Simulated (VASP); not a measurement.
# TiO2 (P4_2/mnm) in VASP: further runs

Aim: see how the results for TiO2 move with the level of theory and the settings. Levels: RPBE, PBE. Tasks: band structure.

Program: VASP 6.6.1. These are calculated values, not measurements. Logs are shortened: lines on timing, memory, paths and dates and some standing lists are left out, and cuts for length are marked.

**The experiment to reproduce.**

From “Shallow Valence Band of Rutile GeO2 and P-type Doping”, 2020, arxiv:2011.08928, for a bulk crystal of TiO2 at 1.6 K: band gap 3.03 eV (direct).

How close the calculation comes is told below.

**1. The structure**

It takes space group P4_2/mnm (No. 136, tetragonal). Conventional cell: a = 4.600 Å, b = 4.600 Å, c = 2.959 Å, α = 90.00°, β = 90.00°, γ = 90.00°. Around Ti (site symmetry mmm) lie 6 O at 1.95 to 1.98 Å. Around O (site symmetry m2m) lie 3 Ti at 1.95 to 1.98 Å.

The cell is a database's computed one.

**2. Band structure, RPBE**

Input file POSCAR:

```
TiO2
1.0
    4.5998373239      0.0000000000      0.0000000000
    0.0000000000      4.5998373239      0.0000000000
    0.0000000000      0.0000000000      2.9592135600
Ti O
2 4
Direct
    0.0000000000      0.0000000000      0.5000000000
    0.5000000000      0.5000000000      0.0000000000
    0.3043213200      0.3043213200      0.5000000000
    0.1956786800      0.8043213200      0.0000000000
    0.8043213200      0.1956786800      0.0000000000
    0.6956786800      0.6956786800      0.5000000000
```

Input file INCAR.step1:

```
PREC = Accurate
ENCUT = 520
EDIFF = 1E-6
ISMEAR = -1
SIGMA = 0.05
LREAL = False
LASPH = True
NELM = 60
ALGO = Normal
ISIF = 2
LWAVE = False
LCHARG = True
LMAXMIX = 4
GGA = RP
NBANDS = 33
```

Input file KPOINTS.step1:

```
Automatic mesh
0
Gamma
  6 6 9
```

Input file INCAR.step2:

```
PREC = Accurate
ENCUT = 520
EDIFF = 1E-6
ISMEAR = 0
SIGMA = 0.05
LREAL = False
LASPH = True
NELM = 60
ALGO = Normal
ISIF = 2
LWAVE = False
LCHARG = False
LMAXMIX = 4
GGA = RP
NBANDS = 33
ICHARG = 11
```

Input file KPOINTS.step2:

```
path GXMGZRAZ,XR,MA
15
line-mode
reciprocal
 0.0000000000  0.0000000000  0.0000000000  G
 0.0000000000  0.5000000000  0.0000000000  X

 0.0000000000  0.5000000000  0.0000000000  X
 0.5000000000  0.5000000000  0.0000000000  M

 0.5000000000  0.5000000000  0.0000000000  M
 0.0000000000  0.0000000000  0.0000000000  G

 0.0000000000  0.0000000000  0.0000000000  G
 0.0000000000  0.0000000000  0.5000000000  Z

 0.0000000000  0.0000000000  0.5000000000  Z
 0.0000000000  0.5000000000  0.5000000000  R

 0.0000000000  0.5000000000  0.5000000000  R
 0.5000000000  0.5000000000  0.5000000000  A

 0.5000000000  0.5000000000  0.5000000000  A
 0.0000000000  0.0000000000  0.5000000000  Z

 0.0000000000  0.5000000000  0.0000000000  X
 0.0000000000  0.5000000000  0.5000000000  R

 0.5000000000  0.5000000000  0.0000000000  M
 0.5000000000  0.5000000000  0.5000000000  A
```

Potentials or basis: VASP PAW PBE potentials, release 64 (Ti_sv, O).

Run with:

```
$ cat potpaw_PBE.64/Ti_sv/POTCAR potpaw_PBE.64/O/POTCAR > POTCAR
$ cp INCAR.step1 INCAR
$ cp KPOINTS.step1 KPOINTS
$ mpirun -np 1 vasp_std > vasp.out
$ cp INCAR.step2 INCAR
$ cp KPOINTS.step2 KPOINTS
$ mpirun -np 1 vasp_std > vasp.out
```

OUTCAR:

```text
PREC = Accurate
   ENCUT = 520
   EDIFF = 1E-6
   ISMEAR = 0
   LREAL = False
   LASPH = True
   NELM = 60
   ISIF = 2
   GGA = RP
   ICHARG = 11

 ion  position               nearest neighbor table
   1  0.000  0.000  0.500-   4 1.95   5 1.95   4 1.95   5 1.95   3 1.98   6 1.98
   2  0.500  0.500  0.000-   3 1.95   6 1.95   3 1.95   6 1.95   5 1.98   4 1.98
   3  0.304  0.304  0.500-   2 1.95   2 1.95   1 1.98
   4  0.196  0.804  0.000-   1 1.95   1 1.95   2 1.98
   5  0.804  0.196  0.000-   1 1.95   1 1.95   2 1.98
   6  0.696  0.696  0.500-   2 1.95   2 1.95   1 1.98

  LATTYP: Found a simple tetragonal cell.
 ALAT       =     4.5998373239
 C/A-ratio  =     0.6433300466

  Lattice vectors:

 A1 = (   4.5998373239,   0.0000000000,   0.0000000000)
 A2 = (   0.0000000000,   4.5998373239,   0.0000000000)
 A3 = (   0.0000000000,   0.0000000000,   2.9592135600)

Analysis of symmetry for initial positions (statically):
=====================================================================
 Subroutine PRICEL returns:
 Original cell was already a primitive cell.

 Routine SETGRP: Setting up the symmetry group for a
 simple tetragonal supercell.

 Subroutine GETGRP returns: Found 16 space group operations
 (whereof  8 operations were pure point group operations)
 out of a pool of 16 trial point group operations.

The static configuration has the point symmetry D_2h.
 The point group associated with its full space group is D_4h.

Analysis of symmetry for dynamics (positions and initial velocities):
=====================================================================
 Subroutine PRICEL returns:
 Original cell was already a primitive cell.

 Routine SETGRP: Setting up the symmetry group for a
 simple tetragonal supercell.

 Subroutine GETGRP returns: Found 16 space group operations
 (whereof  8 operations were pure point group operations)
 out of a pool of 16 trial point group operations.

The dynamic configuration has the point symmetry D_2h.
 The point group associated with its full space group is D_4h.

 Subroutine INISYM returns: Found 16 space group operations
 (whereof  8 operations are pure point group operations),
 and found     1 'primitive' translations

----------------------------------------------------------------------------------------

                                     Primitive cell

  volume of cell :      62.6125

  direct lattice vectors                    reciprocal lattice vectors
     4.599837324  0.000000000  0.000000000     0.217398993  0.000000000  0.000000000
     0.000000000  4.599837324  0.000000000     0.000000000  0.217398993  0.000000000
     0.000000000  0.000000000  2.959213560     0.000000000  0.000000000  0.337927622

  length of vectors
     4.599837324  4.599837324  2.959213560     0.217398993  0.217398993  0.337927622

  position of ions in fractional coordinates (direct lattice)
     0.000000000  0.000000000  0.500000000
     0.500000000  0.500000000  0.000000000
     0.304321320  0.304321320  0.500000000
     0.195678680  0.804321320  0.000000000
     0.804321320  0.195678680  0.000000000
     0.695678680  0.695678680  0.500000000

  ion indices of the primitive-cell ions
   primitive index   ion index
                 1           1
                 2           2
                 3           3
                 4           4
                 5           5
                 6           6

----------------------------------------------------------------------------------------

 KPOINTS: path GXMGZRAZ,XR,MA

Interpolating k-points between supplied coordinates.

 Line segments in fractional coordinates (reciprocal lattice):
    0.000000  0.000000  0.000000  ...  0.000000  0.500000  0.000000
    0.000000  0.500000  0.000000  ...  0.500000  0.500000  0.000000
    0.500000  0.500000  0.000000  ...  0.000000  0.000000  0.000000
    0.000000  0.000000  0.000000  ...  0.000000  0.000000  0.500000
    0.000000  0.000000  0.500000  ...  0.000000  0.500000  0.500000
    0.000000  0.500000  0.500000  ...  0.500000  0.500000  0.500000
    0.500000  0.500000  0.500000  ...  0.000000  0.000000  0.500000
    0.000000  0.500000  0.000000  ...  0.000000  0.500000  0.500000
    0.500000  0.500000  0.000000  ...  0.500000  0.500000  0.500000

 Generated    15 points on each line segment, for a total of    135 k-points:

 Following reciprocal coordinates:
            Coordinates               Weight
  0.000000  0.000000  0.000000      0.007407
  0.000000  0.035714  0.000000      0.007407
  0.000000  0.071429  0.000000      0.007407
  0.000000  0.107143  0.000000      0.007407
  0.000000  0.142857  0.000000      0.007407
  0.000000  0.178571  0.000000      0.007407
[... 16 lines left out ...]
  0.250000  0.500000  0.000000      0.007407
  0.285714  0.500000  0.000000      0.007407
 [... further k-points ...]
   k-points           NKPTS =    135   k-points in BZ     NKDIM =    135   number of bands    NBANDS=     33
   number of dos      NEDOS =    301   number of ions     NIONS =      6
   total plane-waves  NPLWV =  31104
   dimension x,y,z NGX =    36 NGY =   36 NGZ =   24
   dimension x,y,z NGXF=    72 NGYF=   72 NGZF=   48
   ions per type =               2   4
   NGX,Y,Z   is equivalent  to a cutoff of  13.01, 13.01, 13.48 a.u.
   NGXF,Y,Z  is equivalent  to a cutoff of  26.02, 26.02, 26.97 a.u.
 SYSTEM =  unknown system
   PREC   = accura    normal or accurate (medium, high low for compatibility)
   ISTART =      0    job   : 0-new  1-cont  2-samecut
   ICHARG =     11    charge: 1-file 2-atom 10-const
   ISPIN  =      1    spin polarized calculation?
   LNONCOLLINEAR =      F non collinear calculations
   LSORBIT =      F    spin-orbit coupling
   LASPH  =      T    aspherical Exc in radial PAW
   ENCUT  =  520.0 eV  38.22 Ry    6.18 a.u.   8.55  8.55  5.50*2*pi/ulx,y,z
   NELM   =     60;   NELMIN=  2; NELMDL=  0     # of ELM steps
   EDIFF  = 0.1E-05   stopping-criterion for ELM
   LREAL  =      F    real-space projection
   EDIFFG = 0.1E-04   stopping-criterion for IOM
   NSW    =      0    number of steps for IOM
   IBRION =     -1    ionic relax: 0-MD 1-quasi-New 2-CG
   NFREE  =      0    steps in history (QN), initial steepest desc. (CG)
   ISIF   =      2    stress and relaxation
   ISYM   =      2    0-nonsym 1-usesym 2-fastsym
   POTIM  = 0.5000    time-step for ionic-motion
   TEBEG  =    0.0;   TEEND  =   0.0 temperature during run
   PSTRESS=    0.0 pullay stress
   NELECT =      48.0000    total number of electrons
   NUPDOWN=      -1.0000    fix difference up-down
   EMIN   =  10.00;   EMAX   =-10.00  energy-range for DOS
   EFERMI =   0.00;   METHOD = LEGACY
   ISMEAR =     0;   SIGMA  =   0.05  broadening in eV -4-tet -1-fermi 0-gaus
   EFERMI_NEDOS =   21; number of points for ismear=-14 and -15
   IALGO  =     38    algorithm
   IMIX   =      4    mixing-type and parameters
     AMIX     =   0.40;   BMIX     =  1.00
     AMIX_MAG =   1.60;   BMIX_MAG =  1.00
  volume/ion in A,a.u.               =      10.44        70.42
  Fermi-wavevector in a.u.,A,eV,Ry     =   1.498309  2.831394 30.544140  2.244931
  Thomas-Fermi vector in A             =   2.610085
   LORBIT       =      0    0 simple, 1 ext, 2 COOP (PROOUT), +10 PAW based schemes
   GGA     = RP    functional components
   LHFCALC =     F    Hartree Fock is set to
   AEXX    =    0.0000 exact exchange contribution
   IVDW    =     0    specifies the selected vdW correction
   LEPSILON=     F    determine dielectric tensor
   LRPA    =     F    only Hartree local field effects (RPA)
 non-spin polarized calculation
 Gauss-broadening in eV      SIGMA  =   0.05
  energy-cutoff  :      520.00
  volume of cell :       62.61
 maximum number of plane-waves:      1720
 NGX is ok and might be reduce to    36

 number of electron      48.0000021 magnetization

 Free energy of the ion-electron system (eV)
  ---------------------------------------------------
  ext. energy  EPLUGINS =         0.00000000
  ---------------------------------------------------
  free energy    TOTEN  =       -50.68636698 eV

  energy without entropy =      -50.68636698  energy(sigma->0) =      -50.68636698

 E-fermi :   5.2002     XC(G=0): -11.1323

 val. band max:        4.9738211213   @ k =   0.0000   0.0000   0.0000
 cond. band min:       6.8486738608   @ k =   0.0000   0.0000   0.0000
 fundamental gap:      1.8748527395
 Fermi energy:         5.2001666750

 k-point     1 :       0.0000    0.0000    0.0000
  band No.  band energies     occupation
      1     -52.1163      2.00000
      2     -52.0997      2.00000
      3     -28.3485      2.00000
      4     -28.3485      2.00000
      5     -28.1860      2.00000
      6     -28.1860      2.00000
[... 25 lines left out ...]
     32      11.5257      0.00000
     33      11.5257      0.00000

 k-point     2 :       0.0000    0.0357    0.0000
  band No.  band energies     occupation
      1     -52.1162      2.00000
      2     -52.0997      2.00000
      3     -28.3481      2.00000
      4     -28.3481      2.00000
      5     -28.1865      2.00000
      6     -28.1865      2.00000
[... 25 lines left out ...]
     32      11.5210      0.00000
     33      11.5223      0.00000

 k-point     3 :       0.0000    0.0714    0.0000
  band No.  band energies     occupation
      1     -52.1161      2.00000
      2     -52.0999      2.00000
      3     -28.3469      2.00000
      4     -28.3467      2.00000
      5     -28.1880      2.00000
      6     -28.1879      2.00000
[... 25 lines left out ...]
     32      11.5073      0.00000
     33      11.5116      0.00000

 k-point     4 :       0.0000    0.1071    0.0000
  band No.  band energies     occupation
      1     -52.1158      2.00000
      2     -52.1002      2.00000
      3     -28.3449      2.00000
      4     -28.3446      2.00000
      5     -28.1905      2.00000
      6     -28.1901      2.00000
[... 673 lines left out ...]
     32      10.9010      0.00000
     33      11.3122      0.00000

 k-point    23 :       0.2500    0.5000    0.0000
  band No.  band energies     occupation
      1     -52.1079      2.00000
      2     -52.1079      2.00000
      3     -28.3366      2.00000
      4     -28.3366      2.00000
      5     -28.2022      2.00000
      6     -28.2022      2.00000
[... 25 lines left out ...]
     32      10.8692      0.00000
     33      11.3510      0.00000

 k-point    24 :       0.2857    0.5000    0.0000
  band No.  band energies     occupation
      1     -52.1079      2.00000
      2     -52.1079      2.00000
      3     -28.3425      2.00000
      4     -28.3425      2.00000
      5     -28.1963      2.00000
      6     -28.1963      2.00000
[... 25 lines left out ...]
     32      10.8392      0.00000
     33      11.3888      0.00000

 [... further k-points ...]

------------------------ aborting loop because EDIFF is reached ----------------------------------------

  FORCE on cell =-STRESS in cart. coord.  units (eV):
  Direction    XX          YY          ZZ          XY          YZ          ZX
  --------------------------------------------------------------------------------------
  -------------------------------------------------------------------------------------
  Total        5.5565383      5.5565383      6.1853234      0.0000000      0.0000000      0.0000000
  in kB      142.1849537    142.1849537    158.2747881      0.0000000      0.0000000      0.0000000
  external PRESSURE =     147.5482318 kB  Pullay stress =       0.0000000 kB

 VOLUME and BASIS-vectors are now :
 -----------------------------------------------------------------------------
  energy-cutoff  :      520.00
  volume of cell :       62.61
      direct lattice vectors                 reciprocal lattice vectors
     4.599837324  0.000000000  0.000000000     0.217398993  0.000000000  0.000000000
     0.000000000  4.599837324  0.000000000     0.000000000  0.217398993  0.000000000
     0.000000000  0.000000000  2.959213560     0.000000000  0.000000000  0.337927622

 POSITION                                       TOTAL-FORCE (eV/Angst)
 -----------------------------------------------------------------------------------
      0.00000      0.00000      1.47961         0.000000      0.000000      0.000000
      2.29992      2.29992      0.00000         0.000000      0.000000      0.000000
      1.39983      1.39983      1.47961        -0.198137     -0.198137      0.000000
      0.90009      3.69975      0.00000         0.198137     -0.198137      0.000000
      3.69975      0.90009      0.00000        -0.198137      0.198137     -0.000000
      3.20001      3.20001      1.47961         0.198137      0.198137     -0.000000
 -----------------------------------------------------------------------------------
    total drift:                                0.000000      0.000000      0.000000

  FREE ENERGIE OF THE ION-ELECTRON SYSTEM (eV)
  ---------------------------------------------------
  free  energy   TOTEN  =       -50.6863669819 eV

  energy  without entropy=      -50.6863669819  energy(sigma->0) =      -50.68636698
```

It took 2.6 min on 1 thread of Intel Xeon 6975P-C (Granite Rapids), shared host; peak memory 0.32 GiB.

What came out:

- Band gap on the k mesh: 1.87 eV, direct
- Band gap along the path: 1.87 eV, direct

Levels at the corners of the path, in eV from the valence-band top:
```tsv
point	band 21	band 22	band 23	band 24	band 25	band 26	band 27	band 28
Γ	-0.71	-0.45	-0.45	0.00	1.87	2.17	2.40	2.50
X	-1.64	-1.64	-0.74	-0.74	2.54	2.54	3.02	3.02
X	-1.64	-1.64	-0.74	-0.74	2.54	2.54	3.02	3.02
M	-1.31	-1.31	-1.06	-1.06	1.91	1.91	2.52	2.52
M	-1.31	-1.31	-1.06	-1.06	1.91	1.91	2.52	2.52
Γ	-0.71	-0.45	-0.45	0.00	1.87	2.17	2.40	2.50
Γ	-0.71	-0.45	-0.45	0.00	1.87	2.17	2.40	2.50
Z	-2.33	-2.33	-1.42	-1.42	2.97	2.97	3.17	3.17
Z	-2.33	-2.33	-1.42	-1.42	2.97	2.97	3.17	3.17
R	-2.02	-2.02	-1.03	-1.03	1.93	1.93	3.19	3.19
R	-2.02	-2.02	-1.03	-1.03	1.93	1.93	3.19	3.19
A	-1.28	-1.28	-0.67	-0.67	2.61	2.61	3.21	3.21
A	-1.28	-1.28	-0.67	-0.67	2.61	2.61	3.21	3.21
Z	-2.33	-2.33	-1.42	-1.42	2.97	2.97	3.17	3.17
X	-1.64	-1.64	-0.74	-0.74	2.54	2.54	3.02	3.02
R	-2.02	-2.02	-1.03	-1.03	1.93	1.93	3.19	3.19
M	-1.31	-1.31	-1.06	-1.06	1.91	1.91	2.52	2.52
A	-1.28	-1.28	-0.67	-0.67	2.61	2.61	3.21	3.21
```

Caveat: the log is that of the step along the path at fixed density, whose energy, stress, charges and moments have no meaning; the PAW data sets were made with another functional, which shifts forces and pressure a little.

(Continued in part 2 of 4.)
